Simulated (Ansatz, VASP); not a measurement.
**Two plane-wave programs on HfO2**

INCAR

```
SYSTEM = HfO2
ALGO = Normal
EDIFF = 1E-6
ENCUT = 520
GGA = PS
ISIF = 2
ISMEAR = 0
LASPH = .True.
LCHARG = .False.
LREAL = .False.
LWAVE = .False.
NBANDS = 18
NELM = 60
PREC = Accurate
SIGMA = 0.05
```

KPOINTS

```
k-points
0
Gamma
  8 8 8
  0 0 0
```

POSCAR

```
HfO2
1.0
    0.0000000000      2.4926853104      2.5808315659
    2.4926853104      0.0000000000      2.5808315659
    2.4926853104      2.4926853104      0.0000000000
Hf O
1 2
Direct
   -0.0044070585      0.0044070585      0.0044070585
    0.2745830068      0.2254169932      0.2254169932
    0.7745830068      0.7254169932      0.7254169932
```

Input for Ansatz:

```yaml
crystal:
  lattice:
    - [0.0, 2.4926853104, 2.5808315659]
    - [2.4926853104, 0.0, 2.5808315659]
    - [2.4926853104, 2.4926853104, 0.0]
  atoms:
    - { symbol: Hf, position: [-0.0044070585, 0.0044070585, 0.0044070585] }
    - { symbol: O, position: [0.2745830068, 0.2254169932, 0.2254169932] }
    - { symbol: O, position: [0.7745830068, 0.7254169932, 0.7254169932] }
basis:
  ecutwfc: 520.0
kpoints:
  mp_grid: { grid: [8, 8, 8] }
hamiltonian:
  xc: pbesol
  pseudopotentials: { kind: paw, azcp: { folder: soft_1 } }
scf:
  occupations: { method: gaussian, width: 0.05 }
output:
  forces: true
  stress: true
  eigenvalues: true
```

Change from the starting cell: mode 4 frozen in at -0.124 Å, strain +e along z and -e/2 along x and y +0.0233.

Alike in both runs: task single point; functional PBEsol; k mesh 8 × 8 × 8; occupations gaussian, width 0.05 eV; no spin polarisation.

|  | VASP | Ansatz |
| --- | --- | --- |
| version | VASP 6.6.1 | Ansatz 0.2.0 |
| potentials or method | VASP PAW PBE potentials, release 64 (Hf_pv, O) | scalar-relativistic, plane waves, PAW |
| plane-wave cutoff (eV) | 520 | 520 |
| valence electrons in the cell | 22 | 38 |

```tsv
	VASP	Ansatz	Ansatz less VASP
gap on the k mesh at the Fermi level (eV)	3.46	3.47	+0.005
least direct gap on the mesh (eV)	3.54	3.53	-0.006
pressure (GPa)	-1.3	2.4	+3.69
largest component of the traceless stress (GPa)	10.80	10.57	-0.223
rms of the force components (eV/Å)	0.377	0.389	+0.0121
```

Atom by atom the forces differ by 0.012 eV/Å (rms over components). With one functional, cell and mesh, what is left measures potentials, basis and numerics. The two sets of potentials don't hold the same shells in valence. Ansatz warned: «pseudo_functional_mismatch».

Caveats: the PAW data sets were made with another functional, which shifts forces and pressure a little (VASP); spin-orbit coupling is left out, which moves the levels of the heavy elements. A k mesh can miss the band edges.
